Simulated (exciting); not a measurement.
# Ti (Im-3m) in exciting: band structure with LDA

Aim: the band structure of Ti with LDA.

Everything below comes from runs of exciting (release sodium). Logs are shortened: lines on timing, memory, paths and dates and some standing lists are left out, and cuts for length are marked.

### Step 1. The undisturbed crystal

The structure is cubic, space group Im-3m (No. 229). Conventional cell: a = 3.282 Å, b = 3.282 Å, c = 3.282 Å, α = 90.00°, β = 90.00°, γ = 90.00°. Around Ti (site symmetry m-3m) lie 8 Ti at 2.84 Å.

This isn't the form of Ti at room conditions, which is hcp.

### Step 2. Band structure, LDA (cell strained at random at fixed volume)

Input file run_exciting.py:

```python
import subprocess
import xml.etree.ElementTree as ET
from ase.io import read
from ase.units import Bohr

atoms = read("Ti.cif")
rmt = {'Ti': 2.0}  # bohr
tasks = """
<groundstate do="fromscratch" ngridk="7 7 7" rgkmax="8" gmaxvr="14" lmaxapw="10" lmaxmat="10" lmaxvr="8" xctype="LDA_PW" stype="Fermi Dirac" swidth="0.00183747" nempty="12" ValenceRelativity="iora*" epsengy="1e-05" epspot="1e-05" maxscl="60" outputlevel="high" beta0="0.05"/>
<properties>
  <bandstructure>
    <plot1d>
      <path steps="80">
        <point coord="0 0 -0.5" label="X"/>
        <point coord="0 0 0" label="G"/>
        <point coord="0 0.5 0" label="Y" breakafter="true"/>
        <point coord="0 0.5 -0.5" label="L"/>
        <point coord="0 0 0" label="G"/>
        <point coord="0.5 -0.5 0" label="Z" breakafter="true"/>
        <point coord="0.5 -0.5 -0.5" label="N"/>
        <point coord="0 0 0" label="G"/>
        <point coord="0.5 0 0" label="M" breakafter="true"/>
        <point coord="0.5 0 -0.5" label="R"/>
        <point coord="0 0 0" label="G"/>
      </path>
    </plot1d>
  </bandstructure>
  <chargedensityplot>
    <plot3d>
      <box grid="15 15 14">
        <origin coord="0 0 0"/>
        <point coord="1 0 0"/>
        <point coord="0 1 0"/>
        <point coord="0 0 1"/>
      </box>
    </plot3d>
  </chargedensityplot>
  <elfplot>
    <plot3d>
      <box grid="15 15 14">
        <origin coord="0 0 0"/>
        <point coord="1 0 0"/>
        <point coord="0 1 0"/>
        <point coord="0 0 1"/>
      </box>
    </plot3d>
  </elfplot>
  <exccplot>
    <plot3d>
      <box grid="15 15 14">
        <origin coord="0 0 0"/>
        <point coord="1 0 0"/>
        <point coord="0 1 0"/>
        <point coord="0 0 1"/>
      </box>
    </plot3d>
  </exccplot>
</properties>
"""

root = ET.Element("input")
ET.SubElement(root, "title").text = "Ti"
structure = ET.SubElement(root, "structure", speciespath="./", tshift="false")
crystal = ET.SubElement(structure, "crystal", scale="1.0")
for vector in atoms.cell / Bohr:
    ET.SubElement(crystal, "basevect").text = " ".join(f"{x:.12f}" for x in vector)
symbols = atoms.get_chemical_symbols()
for element in dict.fromkeys(symbols):
    species = ET.SubElement(structure, "species", speciesfile=element + ".xml", rmt=str(rmt[element]))
    for symbol, position in zip(symbols, atoms.get_scaled_positions(wrap=False)):
        if symbol == element:
            ET.SubElement(species, "atom", coord=" ".join(f"{x:.12f}" for x in position))
root.extend(ET.fromstring("<tasks>" + tasks + "</tasks>"))
ET.indent(root)
ET.ElementTree(root).write("input.xml")
subprocess.run(["exciting_smp"], check=True)
```

Input file Ti.cif:

```cif
data_Ti
_cell_length_a 2.82647295
_cell_length_b 2.87362289
_cell_length_c 2.78822715
_cell_angle_alpha 108.75258346
_cell_angle_beta 109.75134286
_cell_angle_gamma 108.75502189
_space_group_name_H-M_alt 'P1'
_space_group_name_Hall 'P 1'
_space_group_IT_number 1
loop_
_space_group_symop_operation_xyz
'x,y,z'
loop_
_atom_site_label
_atom_site_type_symbol
_atom_site_symmetry_multiplicity
_atom_site_Wyckoff_symbol
_atom_site_fract_x
_atom_site_fract_y
_atom_site_fract_z
_atom_site_occupancy
Ti1 Ti 1 a 0.0000000000 0.0000000000 0.0000000000 1
```

Potentials or basis: all-electron LAPW+lo, shipped species files, valence relativity iora*.

Run with:

```bash
> OMP_NUM_THREADS=1 python run_exciting.py
```

Output:

```text
================================================================================
EXCITING SODIUM started
[... 10 lines left out ...]

 Lattice vectors (cartesian) :
      5.3412597776      0.0000000000      0.0000000000
     -1.7459827925      5.1420187227      0.0000000000
     -1.7805945778     -2.3934749069      4.3431521988

 Reciprocal lattice vectors (cartesian) :
      1.1763489455      0.3994316489      0.7024000180
     -0.0000000000      1.2219296829      0.6733952438
      0.0000000000     -0.0000000000      1.4466878017

 Unit cell volume                           :     119.2840574534
 Brillouin zone volume                      :       2.0794917505

 Species :    1 (Ti)
     parameters loaded from                 :    Ti.xml
     name                                   :    titanium
     nuclear charge                         :     -22.00000000
     electronic charge                      :      22.00000000
     atomic mass                            :   87256.20311000
     muffin-tin radius                      :       2.00000000
     # of radial points in muffin-tin       :     350

     atomic positions (lattice) :
       1 :   0.00000000  0.00000000  0.00000000

 Total number of atoms per unit cell        :       1

 Spin treatment                             :    spin-unpolarised

 Number of Bravais lattice symmetries       :       2
 Number of crystal symmetries               :       2

 k-point grid                               :       7    7    7
 Total number of k-points                   :     172
 k-point set is reduced with crystal symmetries

 R^MT_min * |G+k|_max (rgkmax)              :       8.00000000
 Species with R^MT_min                      :       1 (Ti)
 Maximum |G+k| for APW functions            :       4.00000000
 Maximum |G| for potential and density      :      14.00000000
 Polynomial order for pseudochg. density    :       9

 G-vector grid sizes                        :      24    25    24
 Total number of G-vectors                  :    5523

 Maximum angular momentum used for
     APW functions                          :      10
     computing H and O matrix elements      :      10
     potential and density                  :       8
     inner part of muffin-tin               :       2

 Total nuclear charge                       :     -22.00000000
 Total electronic charge                    :      22.00000000
 Total core charge                          :      10.00000000
 Total valence charge                       :      12.00000000

 Effective Wigner radius, r_s               :       1.08982568

 Number of empty states                     :      12
 Total number of valence states             :      19

 Maximum Hamiltonian size                   :     152
 Maximum number of plane-waves              :     139
 Total number of local-orbitals             :      13

 Exchange-correlation type                  :       3
     Perdew-Wang, Phys. Rev. B 45, 13244 (1992)

 Smearing scheme                            :    Fermi-Dirac
[... 9 lines left out ...]
* Groundstate module started                                                   *
********************************************************************************
 Output level for this task is set to high

++++++++++++++++++++++++++++++++++++++++++++++++++++++++++++++++++++++++++++++++
[... 5 lines left out ...]
+ SCF iteration number :    1                                                  +
++++++++++++++++++++++++++++++++++++++++++++++++++++++++++++++++++++++++++++++++
 Total energy                               :      -849.21595151
 _______________________________________________________________
 Fermi energy                               :         0.32499040
 Kinetic energy                             :       860.96778597
 Coulomb energy                             :     -1669.99003674
 Exchange energy                            :       -38.39581000
 Correlation energy                         :        -1.79789074
 Sum of eigenvalues                         :      -495.46553380
 Effective potential energy                 :     -1356.43331977
 Coulomb potential energy                   :     -1303.25495394
 xc potential energy                        :       -53.17836583
 Hartree energy                             :       243.97495560
 Electron-nuclear energy                    :     -1791.20486515
 Nuclear-nuclear energy                     :      -122.76012719
 Madelung energy                            :     -1018.36255977
 Core-electron kinetic energy               :         0.00000000

 DOS at Fermi energy (states/Ha/cell)       :        43.23445283

 Electron charges :
     core                                   :        10.00000000
     core leakage                           :         0.00000006
     valence                                :        12.00000000
     interstitial                           :         2.63151183
     charge in muffin-tin spheres :
                  atom     1    Ti          :        19.36848817
     total charge in muffin-tins            :        19.36848817
     total charge                           :        22.00000000

++++++++++++++++++++++++++++++++++++++++++++++++++++++++++++++++++++++++++++++++
+ SCF iteration number :    2                                                  +
++++++++++++++++++++++++++++++++++++++++++++++++++++++++++++++++++++++++++++++++
 Total energy                               :      -849.44105866
 _______________________________________________________________
 Fermi energy                               :         0.32381778
 Kinetic energy                             :       860.85534691
 Coulomb energy                             :     -1670.09274159
 Exchange energy                            :       -38.40543383
 Correlation energy                         :        -1.79823015
 Sum of eigenvalues                         :      -495.54877126
 Effective potential energy                 :     -1356.40411817
 Coulomb potential energy                   :     -1303.21256469
 xc potential energy                        :       -53.19155348
 Hartree energy                             :       244.12004970
 Electron-nuclear energy                    :     -1791.45266409
 Nuclear-nuclear energy                     :      -122.76012719
 Madelung energy                            :     -1018.48645924
 Core-electron kinetic energy               :         0.00000000
[... 341 lines left out ...]
++++++++++++++++++++++++++++++++++++++++++++++++++++++++++++++++++++++++++++++++
+ SCF iteration number :   12                                                  +
++++++++++++++++++++++++++++++++++++++++++++++++++++++++++++++++++++++++++++++++
 Total energy                               :      -851.99985003
 _______________________________________________________________
 Fermi energy                               :         0.30951835
 Kinetic energy                             :       859.50994770
 Coulomb energy                             :     -1671.18973410
 Exchange energy                            :       -38.51774550
 Correlation energy                         :        -1.80231814
 Sum of eigenvalues                         :      -496.44036478
 Effective potential energy                 :     -1355.95031248
 Coulomb potential energy                   :     -1302.60472192
 xc potential energy                        :       -53.34559056
 Hartree energy                             :       245.82488498
 Electron-nuclear energy                    :     -1794.25449189
 Nuclear-nuclear energy                     :      -122.76012719
 Madelung energy                            :     -1019.88737314
 Core-electron kinetic energy               :         0.00000000

 DOS at Fermi energy (states/Ha/cell)       :        65.33844962

 Electron charges :
     core                                   :        10.00000000
     core leakage                           :         0.00000006
     valence                                :        12.00000000
     interstitial                           :         2.48091834
     charge in muffin-tin spheres :
                  atom     1    Ti          :        19.51908166
     total charge in muffin-tins            :        19.51908166
     total charge                           :        22.00000000

 RMS change in effective potential (target) :  0.252924E-08  ( 0.100000E-04)
 Absolute change in total energy   (target) :  0.130182E-05  ( 0.100000E-04)
 Charge distance                   (target) :  0.148657E-07  ( 0.100000E-04)

++++++++++++++++++++++++++++++++++++++++++++++++++++++++++++++++++++++++++++++++
| Convergency criteria checked for the last 2 iterations                       +
| Convergence targets achieved. Performing final SCF iteration                 +
++++++++++++++++++++++++++++++++++++++++++++++++++++++++++++++++++++++++++++++++
 Total energy                               :      -851.99985000
 _______________________________________________________________
 Fermi energy                               :         0.30951835
 Kinetic energy                             :       859.50994783
 Coulomb energy                             :     -1671.18973420
 Exchange energy                            :       -38.51774550
 Correlation energy                         :        -1.80231814
 Sum of eigenvalues                         :      -496.44036478
 Effective potential energy                 :     -1355.95031261
 Coulomb potential energy                   :     -1302.60472204
 xc potential energy                        :       -53.34559056
 Hartree energy                             :       245.82488496
 Electron-nuclear energy                    :     -1794.25449197
 Nuclear-nuclear energy                     :      -122.76012719
 Madelung energy                            :     -1019.88737318
 Core-electron kinetic energy               :         0.00000000

 DOS at Fermi energy (states/Ha/cell)       :        65.33844422

 Electron charges :
     core                                   :        10.00000000
     core leakage                           :         0.00000006
     valence                                :        12.00000000
     interstitial                           :         2.48091836
     charge in muffin-tin spheres :
                  atom     1    Ti          :        19.51908164
     total charge in muffin-tins            :        19.51908164
     total charge                           :        22.00000000

++++++++++++++++++++++++++++++++++++++++++++++++++++++++++++++++++++++++++++++++
[... 9 lines left out ...]
| EXCITING SODIUM stopped                                                      =
================================================================================
```

Wall time 1.8 min (1 thread of Arm Neoverse N1, shared host); peak memory 0.1 GiB.

What came out:

```
Band gap on the k mesh                            : none (metal or under the smearing width)
All electrons inside the program's atomic spheres : Ti 19.52 (radii Ti 2.0 bohr)
```

Levels at the corners of the path, in eV from the Fermi level:
```csv
point,band 2,band 3,band 4,band 5,band 6,band 7,band 8,band 9
X,-32.84,-32.40,-32.19,-2.41,-0.51,1.32,2.68,3.01
Γ,-32.21,-32.18,-32.14,-5.83,0.71,0.84,1.14,2.57
Y,-32.82,-32.35,-32.15,-2.45,-0.36,0.83,2.62,3.05
L,-32.84,-32.40,-32.19,-2.41,-0.45,1.31,2.61,2.98
Γ,-32.21,-32.18,-32.14,-5.83,0.71,0.84,1.14,2.57
Z,-32.83,-32.39,-32.17,-2.42,-0.54,1.21,2.74,3.06
N,-32.68,-32.61,-32.61,-2.09,-2.04,3.62,3.80,3.98
Γ,-32.21,-32.18,-32.14,-5.83,0.71,0.84,1.14,2.57
M,-32.83,-32.38,-32.17,-2.42,-0.50,1.13,2.69,3.07
R,-32.86,-32.41,-32.20,-2.40,-0.24,1.34,2.40,2.78
Γ,-32.21,-32.18,-32.14,-5.83,0.71,0.84,1.14,2.57
```

Caveat: the k mesh is coarse (spacing up to 0.39 Å⁻¹), so the values aren't converged.

### Step 3. The reference run

An earlier run on the cell as given: functional PBEsol; potentials or basis all-electron LAPW+lo, shipped species files, valence relativity iora*; rgkmax 9; k mesh 11 × 11 × 11; occupations fermi-dirac, width 0.05 eV; no spin polarisation.

* Band gap on the k mesh: none (metal or under the smearing width)
* All electrons inside the program's atomic spheres: Ti 19.51 (radii Ti 2.0 bohr)
